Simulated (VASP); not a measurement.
# Ga (C2/c) in VASP: further runs, part 2 of 2

VASP 6.6.1. Earlier steps stand in the parts before.

### 5 Single point, PBE

INCAR

```
PREC = Accurate
ENCUT = 450
EDIFF = 1E-4
ISMEAR = 0
SIGMA = 0.15
LREAL = False
LASPH = True
NELM = 100
ALGO = Normal
ISIF = 2
LWAVE = False
LCHARG = False
GGA = PE
NBANDS = 20
ADDGRID = False
```

KPOINTS

```
regular mesh
0
Gamma
  11 11 9
```

POSCAR

```
Ga
1.0
    1.3830000000     -4.0265000000      0.0000000000
    1.3830000000      4.0265000000      0.0000000000
   -0.1174474948      0.0000000000      3.3299294416
Ga
2
Direct
    0.0863460000      0.8268100000      0.7848140000
    0.8777350000      0.1376800000      0.2531650000
```

Potentials or basis: VASP PAW PBE potentials, release 64 (Ga_d).

The run is started by

```bash
cat potpaw_PBE.64/Ga_d/POTCAR > POTCAR
mpirun -np 1 vasp_std > vasp.out
```

OUTCAR:

```text
PREC = Accurate
   ENCUT = 450
   EDIFF = 1E-4
   ISMEAR = 0
   LREAL = False
   LASPH = True
   NELM = 100
   ISIF = 2
   GGA = PE

 Found    545 irreducible k-points:

 Following reciprocal coordinates:
            Coordinates               Weight
  0.000000  0.000000  0.000000      1.000000
  0.090909 -0.000000  0.000000      2.000000
  0.000000 -0.090909  0.000000      2.000000
  0.181818  0.000000 -0.000000      2.000000
  0.000000 -0.181818  0.000000      2.000000
  0.272727 -0.000000  0.000000      2.000000
   k-points           NKPTS =    545   k-points in BZ     NKDIM =    545   number of bands    NBANDS=     20
   number of dos      NEDOS =    301   number of ions     NIONS =      2
   total plane-waves  NPLWV =  21600
   dimension x,y,z NGX =    30 NGY =   30 NGZ =   24
   dimension x,y,z NGXF=    60 NGYF=   60 NGZF=   48
   ions per type =               2
   NGX,Y,Z   is equivalent  to a cutoff of  11.71, 11.71, 11.97 a.u.
   NGXF,Y,Z  is equivalent  to a cutoff of  23.43, 23.43, 23.95 a.u.
 SYSTEM =  unknown system
   PREC   = accura    normal or accurate (medium, high low for compatibility)
   ISTART =      0    job   : 0-new  1-cont  2-samecut
   ICHARG =      2    charge: 1-file 2-atom 10-const
   ISPIN  =      1    spin polarized calculation?
   LNONCOLLINEAR =      F non collinear calculations
   LSORBIT =      F    spin-orbit coupling
   LASPH  =      T    aspherical Exc in radial PAW
   ENCUT  =  450.0 eV  33.07 Ry    5.75 a.u.   7.36  7.36  5.76*2*pi/ulx,y,z
   NELM   =    100;   NELMIN=  2; NELMDL= -5     # of ELM steps
   EDIFF  = 0.1E-03   stopping-criterion for ELM
   LREAL  =      F    real-space projection
   EDIFFG = 0.1E-02   stopping-criterion for IOM
   NSW    =      0    number of steps for IOM
   IBRION =     -1    ionic relax: 0-MD 1-quasi-New 2-CG
   NFREE  =      0    steps in history (QN), initial steepest desc. (CG)
   ISIF   =      2    stress and relaxation
   ISYM   =      2    0-nonsym 1-usesym 2-fastsym
   POTIM  = 0.5000    time-step for ionic-motion
   TEBEG  =    0.0;   TEEND  =   0.0 temperature during run
   PSTRESS=    0.0 pullay stress
   NELECT =      26.0000    total number of electrons
   NUPDOWN=      -1.0000    fix difference up-down
   EMIN   =  10.00;   EMAX   =-10.00  energy-range for DOS
   EFERMI =   0.00;   METHOD = LEGACY
   ISMEAR =     0;   SIGMA  =   0.15  broadening in eV -4-tet -1-fermi 0-gaus
   EFERMI_NEDOS =   21; number of points for ismear=-14 and -15
   IALGO  =     38    algorithm
   IMIX   =      4    mixing-type and parameters
     AMIX     =   0.40;   BMIX     =  1.00
     AMIX_MAG =   1.60;   BMIX_MAG =  1.00
  volume/ion in A,a.u.               =      18.54       125.14
  Fermi-wavevector in a.u.,A,eV,Ry     =   1.454323  2.748273 28.777089  2.115056
  Thomas-Fermi vector in A             =   2.571487
   LORBIT       =      0    0 simple, 1 ext, 2 COOP (PROOUT), +10 PAW based schemes
   GGA     = PE    functional components
   LHFCALC =     F    Hartree Fock is set to
   AEXX    =    0.0000 exact exchange contribution
   IVDW    =     0    specifies the selected vdW correction
   LEPSILON=     F    determine dielectric tensor
   LRPA    =     F    only Hartree local field effects (RPA)
 non-spin polarized calculation
 Gauss-broadening in eV      SIGMA  =   0.15
  energy-cutoff  :      450.00
  volume of cell :       37.09
 maximum number of plane-waves:       825
 NGX is ok and might be reduce to    30
   NGX = 15   NGY = 15   NGZ = 11

 number of electron      25.9999991 magnetization

 Free energy of the ion-electron system (eV)
  ---------------------------------------------------
  ext. energy  EPLUGINS =         0.00000000
  ---------------------------------------------------
  free energy    TOTEN  =        -5.75146004 eV

  energy without entropy =       -5.74310389  energy(sigma->0) =       -5.74728196

 E-fermi :   5.7203     XC(G=0): -11.0561

 val. band max:        5.7198390260   @ k =  -0.1818  -0.1818   0.2222
 cond. band min:       5.7224450598   @ k =   0.2727   0.0909  -0.3333
 fundamental gap:      0.0026060338
 Fermi energy:         5.7202719443

 k-point     1 :       0.0000    0.0000    0.0000
  band No.  band energies     occupation
      1      -9.5303      2.00000
      2      -9.5018      2.00000
      3      -9.4628      2.00000
      4      -9.4422      2.00000
      5      -9.1849      2.00000
      6      -9.1644      2.00000
[... 12 lines left out ...]
     19      16.5332      0.00000
     20      18.7128      0.00000

 k-point     2 :       0.0909   -0.0000    0.0000
  band No.  band energies     occupation
      1      -9.5229      2.00000
      2      -9.4899      2.00000
      3      -9.4478      2.00000
      4      -9.4112      2.00000
      5      -9.1962      2.00000
      6      -9.1849      2.00000
[... 12 lines left out ...]
     19      16.7118      0.00000
     20      19.5482      0.00000

 k-point     3 :       0.0000   -0.0909    0.0000
  band No.  band energies     occupation
      1      -9.5200      2.00000
      2      -9.4880      2.00000
      3      -9.4457      2.00000
      4      -9.4119      2.00000
      5      -9.1978      2.00000
      6      -9.1804      2.00000
[... 12 lines left out ...]
     19      16.7862      0.00000
     20      19.5630      0.00000

 k-point     4 :       0.1818    0.0000   -0.0000
  band No.  band energies     occupation
      1      -9.5068      2.00000
      2      -9.4631      2.00000
      3      -9.4079      2.00000
      4      -9.3345      2.00000
      5      -9.2342      2.00000
      6      -9.2200      2.00000
[... 12 lines left out ...]
     19      16.8726      0.00000
     20      20.4617      0.00000

 k-point     5 :       0.0000   -0.1818    0.0000
  band No.  band energies     occupation
      1      -9.4951      2.00000
      2      -9.4548      2.00000
      3      -9.3984      2.00000
      4      -9.3342      2.00000
      5      -9.2302      2.00000
      6      -9.2199      2.00000
[... 12 lines left out ...]
     19      16.9545      0.00000
     20      20.5142      0.00000

 k-point     6 :       0.2727   -0.0000    0.0000
  band No.  band energies     occupation
      1      -9.4902      2.00000
      2      -9.4352      2.00000
      3      -9.3677      2.00000
      4      -9.3238      2.00000
      5      -9.2862      2.00000
      6      -9.1938      2.00000
[... 12 lines left out ...]
     19      17.1044      0.00000
     20      20.0022      0.00000

 [... further k-points ...]

------------------------ aborting loop because EDIFF is reached ----------------------------------------

  FORCE on cell =-STRESS in cart. coord.  units (eV):
  Direction    XX          YY          ZZ          XY          YZ          ZX
  --------------------------------------------------------------------------------------
  -------------------------------------------------------------------------------------
  Total        0.3322379      0.6104335      0.6115182      0.0101265      0.1524591      0.0491474
  in kB       14.3530694     26.3714499     26.4183101      0.4374768      6.5864152      2.1232252
  external PRESSURE =      22.3809431 kB  Pullay stress =       0.0000000 kB

 VOLUME and BASIS-vectors are now :
 -----------------------------------------------------------------------------
  energy-cutoff  :      450.00
  volume of cell :       37.09
      direct lattice vectors                 reciprocal lattice vectors
     1.383000000 -4.026500000  0.000000000     0.361532899 -0.124177325  0.012751361
     1.383000000  4.026500000  0.000000000     0.361532899  0.124177325  0.012751361
    -0.117447495  0.000000000  3.329929442     0.000000000  0.000000000  0.300306663

 POSITION                                       TOTAL-FORCE (eV/Angst)
 -----------------------------------------------------------------------------------
      1.17072      2.98148      2.61338         0.004393     -0.298178     -0.212064
      1.37459     -2.97983      0.84302        -0.004393      0.298178      0.212064
 -----------------------------------------------------------------------------------
    total drift:                               -0.000011      0.000019     -0.000000

  FREE ENERGIE OF THE ION-ELECTRON SYSTEM (eV)
  ---------------------------------------------------
  free  energy   TOTEN  =        -5.7514600374 eV

  energy  without entropy=       -5.7431038904  energy(sigma->0) =       -5.74728196
```

OSZICAR:

```text
N       E                     dE             d eps       ncg     rms          rms(c)
DAV:   1     0.125934221538E+03    0.12593E+03   -0.12191E+04 22792   0.228E+03
DAV:   2     0.496315801559E+01   -0.12097E+03   -0.11812E+03 22564   0.363E+02
DAV:   3    -0.564729535089E+01   -0.10610E+02   -0.10562E+02 24580   0.902E+01
DAV:   4    -0.580192834210E+01   -0.15463E+00   -0.15456E+00 25036   0.122E+01
DAV:   5    -0.580457857229E+01   -0.26502E-02   -0.26501E-02 24812   0.155E+00    0.143E+00
DAV:   6    -0.576051237478E+01    0.44066E-01   -0.88876E-02 29548   0.491E+00    0.740E-01
DAV:   7    -0.575231744245E+01    0.81949E-02   -0.18446E-02 31340   0.186E+00    0.203E-01
DAV:   8    -0.575144591611E+01    0.87153E-03   -0.24374E-03 23628   0.667E-01    0.214E-02
DAV:   9    -0.575146003739E+01   -0.14121E-04   -0.12792E-04 18692   0.117E-01
   1 F= -.57514600E+01 E0= -.57472820E+01  d E =-.835615E-02
```

It took 4.3 min on 1 thread of Intel Xeon Platinum 8259CL at 2.50GHz (Skylake/Cascade Lake), shared host; peak memory 0.36 GiB.

The run converged, but some of its settings lie outside the range that counts as converged, so its numbers aren't taken as properties of the crystal.

Results:

- Free energy: -5.7515 eV
- Pressure: 2.2 GPa
- Largest force: 0.366 eV/Å
- Band gap on the k mesh: none (metal or under the smearing width)

### 6 Single point, PBE

INCAR: that of step 5 with these lines changed.

```diff
@@ -2,3 +2,3 @@
 ENCUT = 450
-EDIFF = 1E-4
+EDIFF = 1E-5
 ISMEAR = 0
```

KPOINTS is that of step 5.

POSCAR

```
Ga
1.0
    1.3830000000     -4.0265000000      0.0000000000
    1.3830000000      4.0265000000      0.0000000000
   -0.1174474948      0.0000000000      3.3299294416
Ga
2
Direct
    0.1310000000      0.8690000000      0.7500000000
    0.8690000000      0.1310000000      0.2500000000
```

Potentials or basis: VASP PAW PBE potentials, release 64 (Ga_d).

The run is started by

```bash
cat potpaw_PBE.64/Ga_d/POTCAR > POTCAR
mpirun -np 1 vasp_std > vasp.out
```

OUTCAR:

```text
PREC = Accurate
   ENCUT = 450
   EDIFF = 1E-5
   ISMEAR = 0
   LREAL = False
   LASPH = True
   NELM = 100
   ISIF = 2
   GGA = PE

 Found    300 irreducible k-points:

 Following reciprocal coordinates:
            Coordinates               Weight
  0.000000  0.000000  0.000000      1.000000
  0.090909 -0.000000  0.000000      4.000000
  0.181818  0.000000 -0.000000      4.000000
  0.272727 -0.000000  0.000000      4.000000
  0.363636 -0.000000 -0.000000      4.000000
  0.454545 -0.000000  0.000000      4.000000
   k-points           NKPTS =    300   k-points in BZ     NKDIM =    300   number of bands    NBANDS=     20
   number of dos      NEDOS =    301   number of ions     NIONS =      2
   total plane-waves  NPLWV =  21600
   dimension x,y,z NGX =    30 NGY =   30 NGZ =   24
   dimension x,y,z NGXF=    60 NGYF=   60 NGZF=   48
   ions per type =               2
   NGX,Y,Z   is equivalent  to a cutoff of  11.71, 11.71, 11.97 a.u.
   NGXF,Y,Z  is equivalent  to a cutoff of  23.43, 23.43, 23.95 a.u.
 SYSTEM =  unknown system
   PREC   = accura    normal or accurate (medium, high low for compatibility)
   ISTART =      0    job   : 0-new  1-cont  2-samecut
   ICHARG =      2    charge: 1-file 2-atom 10-const
   ISPIN  =      1    spin polarized calculation?
   LNONCOLLINEAR =      F non collinear calculations
   LSORBIT =      F    spin-orbit coupling
   LASPH  =      T    aspherical Exc in radial PAW
   ENCUT  =  450.0 eV  33.07 Ry    5.75 a.u.   7.36  7.36  5.76*2*pi/ulx,y,z
   NELM   =    100;   NELMIN=  2; NELMDL= -5     # of ELM steps
   EDIFF  = 0.1E-04   stopping-criterion for ELM
   LREAL  =      F    real-space projection
   EDIFFG = 0.1E-03   stopping-criterion for IOM
   NSW    =      0    number of steps for IOM
   IBRION =     -1    ionic relax: 0-MD 1-quasi-New 2-CG
   NFREE  =      0    steps in history (QN), initial steepest desc. (CG)
   ISIF   =      2    stress and relaxation
   ISYM   =      2    0-nonsym 1-usesym 2-fastsym
   POTIM  = 0.5000    time-step for ionic-motion
   TEBEG  =    0.0;   TEEND  =   0.0 temperature during run
   PSTRESS=    0.0 pullay stress
   NELECT =      26.0000    total number of electrons
   NUPDOWN=      -1.0000    fix difference up-down
   EMIN   =  10.00;   EMAX   =-10.00  energy-range for DOS
   EFERMI =   0.00;   METHOD = LEGACY
   ISMEAR =     0;   SIGMA  =   0.15  broadening in eV -4-tet -1-fermi 0-gaus
   EFERMI_NEDOS =   21; number of points for ismear=-14 and -15
   IALGO  =     38    algorithm
   IMIX   =      4    mixing-type and parameters
     AMIX     =   0.40;   BMIX     =  1.00
     AMIX_MAG =   1.60;   BMIX_MAG =  1.00
  volume/ion in A,a.u.               =      18.54       125.14
  Fermi-wavevector in a.u.,A,eV,Ry     =   1.454323  2.748273 28.777089  2.115056
  Thomas-Fermi vector in A             =   2.571487
   LORBIT       =      0    0 simple, 1 ext, 2 COOP (PROOUT), +10 PAW based schemes
   GGA     = PE    functional components
   LHFCALC =     F    Hartree Fock is set to
   AEXX    =    0.0000 exact exchange contribution
   IVDW    =     0    specifies the selected vdW correction
   LEPSILON=     F    determine dielectric tensor
   LRPA    =     F    only Hartree local field effects (RPA)
 non-spin polarized calculation
 Gauss-broadening in eV      SIGMA  =   0.15
  energy-cutoff  :      450.00
  volume of cell :       37.09
 maximum number of plane-waves:       825
 NGX is ok and might be reduce to    30
   NGX = 15   NGY = 15   NGZ = 11

 number of electron      25.9999982 magnetization

 Free energy of the ion-electron system (eV)
  ---------------------------------------------------
  ext. energy  EPLUGINS =         0.00000000
  ---------------------------------------------------
  free energy    TOTEN  =        -5.76769264 eV

  energy without entropy =       -5.75945282  energy(sigma->0) =       -5.76357273

 E-fermi :   5.7275     XC(G=0): -11.0573

 val. band max:        5.7215071843   @ k =   0.3636   0.0909   0.4444
 cond. band min:       5.7348213808   @ k =  -0.2727  -0.4545   0.2222
 fundamental gap:      0.0133141964
 Fermi energy:         5.7274842788

 k-point     1 :       0.0000    0.0000    0.0000
  band No.  band energies     occupation
      1      -9.5035      2.00000
      2      -9.4935      2.00000
      3      -9.4564      2.00000
      4      -9.4328      2.00000
      5      -9.1591      2.00000
      6      -9.1580      2.00000
[... 12 lines left out ...]
     19      16.3806      0.00000
     20      18.7568      0.00000

 k-point     2 :       0.0909   -0.0000    0.0000
  band No.  band energies     occupation
      1      -9.4968      2.00000
      2      -9.4801      2.00000
      3      -9.4386      2.00000
      4      -9.4009      2.00000
      5      -9.1745      2.00000
      6      -9.1727      2.00000
[... 12 lines left out ...]
     19      16.7251      0.00000
     20      19.5575      0.00000

 k-point     3 :       0.1818    0.0000   -0.0000
  band No.  band energies     occupation
      1      -9.4793      2.00000
      2      -9.4505      2.00000
      3      -9.3901      2.00000
      4      -9.3198      2.00000
      5      -9.2160      2.00000
      6      -9.2108      2.00000
[... 12 lines left out ...]
     19      16.8963      0.00000
     20      20.4842      0.00000

 k-point     4 :       0.2727   -0.0000    0.0000
  band No.  band energies     occupation
      1      -9.4578      2.00000
      2      -9.4182      2.00000
      3      -9.3382      2.00000
      4      -9.2990      2.00000
      5      -9.2708      2.00000
      6      -9.1901      2.00000
[... 12 lines left out ...]
     19      17.1207      0.00000
     20      19.9110      0.00000

 k-point     5 :       0.3636   -0.0000   -0.0000
  band No.  band energies     occupation
      1      -9.4404      2.00000
      2      -9.4036      2.00000
      3      -9.3389      2.00000
      4      -9.3230      2.00000
      5      -9.3096      2.00000
      6      -9.2054      2.00000
[... 12 lines left out ...]
     19      16.9839      0.00000
     20      18.1628      0.00000

 k-point     6 :       0.4545   -0.0000    0.0000
  band No.  band energies     occupation
      1      -9.4306      2.00000
      2      -9.4180      2.00000
      3      -9.3595      2.00000
      4      -9.3276      2.00000
      5      -9.3168      2.00000
      6      -9.2086      2.00000
[... 12 lines left out ...]
     19      15.7107      0.00000
     20      17.7791      0.00000

 [... further k-points ...]

------------------------ aborting loop because EDIFF is reached ----------------------------------------

  FORCE on cell =-STRESS in cart. coord.  units (eV):
  Direction    XX          YY          ZZ          XY          YZ          ZX
  --------------------------------------------------------------------------------------
  -------------------------------------------------------------------------------------
  Total        0.2895378      0.3883635      0.4752636      0.0000000      0.0000000      0.0794576
  in kB       12.5083757     16.7777623     20.5319502      0.0000000      0.0000000      3.4326619
  external PRESSURE =      16.6060294 kB  Pullay stress =       0.0000000 kB

 VOLUME and BASIS-vectors are now :
 -----------------------------------------------------------------------------
  energy-cutoff  :      450.00
  volume of cell :       37.09
      direct lattice vectors                 reciprocal lattice vectors
     1.383000000 -4.026500000  0.000000000     0.361532899 -0.124177325  0.012751361
     1.383000000  4.026500000  0.000000000     0.361532899  0.124177325  0.012751361
    -0.117447495  0.000000000  3.329929442     0.000000000  0.000000000  0.300306663

 POSITION                                       TOTAL-FORCE (eV/Angst)
 -----------------------------------------------------------------------------------
      1.29491      2.97156      2.49745        -0.000000     -0.229159      0.000000
      1.35364     -2.97156      0.83248         0.000000      0.229159     -0.000000
 -----------------------------------------------------------------------------------
    total drift:                                0.000000      0.000000     -0.000000

  FREE ENERGIE OF THE ION-ELECTRON SYSTEM (eV)
  ---------------------------------------------------
  free  energy   TOTEN  =        -5.7676926368 eV

  energy  without entropy=       -5.7594528160  energy(sigma->0) =       -5.76357273
```

OSZICAR:

```text
N       E                     dE             d eps       ncg     rms          rms(c)
DAV:   1     0.123154644368E+03    0.12315E+03   -0.12261E+04 12824   0.227E+03
DAV:   2     0.454722486573E+01   -0.11861E+03   -0.11572E+03 12448   0.355E+02
DAV:   3    -0.567047639901E+01   -0.10218E+02   -0.10170E+02 13540   0.885E+01
DAV:   4    -0.581736181951E+01   -0.14689E+00   -0.14681E+00 13608   0.118E+01
DAV:   5    -0.581995002736E+01   -0.25882E-02   -0.25881E-02 13660   0.153E+00    0.141E+00
DAV:   6    -0.577655221121E+01    0.43398E-01   -0.88167E-02 16232   0.489E+00    0.731E-01
DAV:   7    -0.576855889829E+01    0.79933E-02   -0.17590E-02 17244   0.182E+00    0.203E-01
DAV:   8    -0.576767406590E+01    0.88483E-03   -0.22372E-03 13196   0.650E-01    0.194E-02
DAV:   9    -0.576769198482E+01   -0.17919E-04   -0.10604E-04 13488   0.103E-01    0.772E-03
DAV:  10    -0.576769263681E+01   -0.65199E-06   -0.58950E-06  7960   0.302E-02
   1 F= -.57676926E+01 E0= -.57635727E+01  d E =-.823982E-02
```

stdout:

```text
POSCAR found type information on POSCAR Ga
 POSCAR found :  1 types and       2 ions
 scaLAPACK will be used
 LDA part: xc-table for (Slater+PW92), standard interpolation
 POSCAR, INCAR and KPOINTS ok, starting setup
 FFT: planning ... GRIDC
 FFT: planning ... GRID_SOFT
 FFT: planning ... GRID
 WAVECAR not read
 entering main loop
```

Run time: 2.7 min. Hardware: 1 thread of Intel Xeon Platinum 8259CL at 2.50GHz (Skylake/Cascade Lake), shared host; peak memory 0.26 GiB.

These settings aren't checked as converged: the numbers below hold their error.

Results:

```
Free energy            : -5.7677 eV
Pressure               : 1.7 GPa
Largest force          : 0.229 eV/Å
Band gap on the k mesh : none (metal or under the smearing width)
```

### 7 For comparison

An earlier run on the cell as given: functional PBE; potentials or basis VASP PAW PBE potentials, release 64 (Ga_d); cutoff 520 eV; k mesh 10 × 10 × 8; occupations fermi-dirac, width 0.05 eV; no spin polarisation.

* Pressure: 1.8 GPa
* Largest force: 0.203 eV/Å
* Band gap on the k mesh: none (metal or under the smearing width)
